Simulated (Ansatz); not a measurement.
This guess for InGa₂As₃ is about to be relaxed.

```cif
data_structure
_symmetry_space_group_name_H-M 'P 1'
_symmetry_Int_Tables_number 1
_cell_length_a 7.0899
_cell_length_b 7.0899
_cell_length_c 6.6900
_cell_angle_alpha 90.000
_cell_angle_beta 90.000
_cell_angle_gamma 60.001
_cell_volume 291.23
loop_
_atom_site_label
_atom_site_type_symbol
_atom_site_fract_x
_atom_site_fract_y
_atom_site_fract_z
_atom_site_occupancy
In1 In 0.16667 0.83333 0.50000 1
In2 In 0.83333 0.16667 0.00000 1
Ga1 Ga 0.50000 0.16666 0.50000 1
Ga2 Ga 0.83334 0.50000 0.50000 1
Ga3 Ga 0.50000 0.83334 0.00000 1
Ga4 Ga 0.16666 0.50000 0.00000 1
As1 As 0.50000 0.83334 0.37500 1
As2 As 0.83333 0.16667 0.37500 1
As3 As 0.16666 0.50000 0.37500 1
As4 As 0.50000 0.16666 0.87500 1
As5 As 0.83334 0.50000 0.87500 1
As6 As 0.16667 0.83333 0.87500 1
```

All numbers below come from DFT PBE, scalar-relativistic, plane waves, PAW in Ansatz 0.2.0. Cutoff 420 eV, Gaussian smearing, Γ-centred meshes. Cell and atoms relax first on a coarse mesh, the cell is then made exact in the group found at 0.06 to 0.08 Å, and last on a converged mesh; the steps can't lower the symmetry of their start. No spin polarisation.

A guess keeps its type if space group and coordination stay and the shape of the cell changes little (axis ratios within about 15 %, angles within 6°); the volume may change.

Question: Will the relaxed cell still be of the starting type?

Answer: It keeps its type. The symmetry stays Cmc2_1 (No. 36). The volume per atom grows by 5.1 %, from 24.3 to 25.5 Å³. The shortest distance goes from 2.51 Å (Ga–As and In–As) to 2.49 Å (Ga–As). Counting neighbours within 15 % of an atom's shortest distance, the start has As 4, Ga 4, In 4 and the end As 4, Ga 4, In 4.

Formation energies are uncorrected and refer to the elements' standard structures at the same level.

Question: At what energy does it end?

Answer: −0.30 eV/atom. A negative formation energy is needed for stability but isn't enough: competing phases decide.

The last run used a 6×6×6 mesh for its 12-atom cell and Gaussian smearing of 0.10 eV. The reference form of As is held partly by dispersion forces, which this level lacks. A structure relaxed within its symmetry needn't be a true minimum.
